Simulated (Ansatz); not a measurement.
Cu:

```
Cu
1.0
     2.53410    0.00000    0.00000
    -1.26705    2.19459    0.00000
     0.00000    0.00000    4.11257
Cu
2
Cartesian
  1.2670 0.7315 3.0844
  0.0000 1.4631 1.0281
```

This isn't the form of Cu at room conditions, which is fcc.

Base run:

* Program: Ansatz 0.2.0
* Functional: PBEsol
* Potentials or basis: all-electron LAPW, scalar-relativistic
* Cutoff: 304 eV (chosen from the basis error)
* Basis error allowed: 0.001 eV/atom
* k mesh: 12 × 12 × 7
* Occupations: fermi-dirac, width 0.05 eV
* Spin: no spin polarisation

Its results: band gap on the k mesh none (metal or under the smearing width); pressure -1.4 GPa.

Problem. The run is repeated on the same cell with these changes: functional from PBEsol to LDA; occupations from fermi-dirac, width 0.05 eV to gaussian, width 0.05 eV. What comes out?

Solution. Band gap on the k mesh none (metal or under the smearing width); pressure -7.9 GPa.
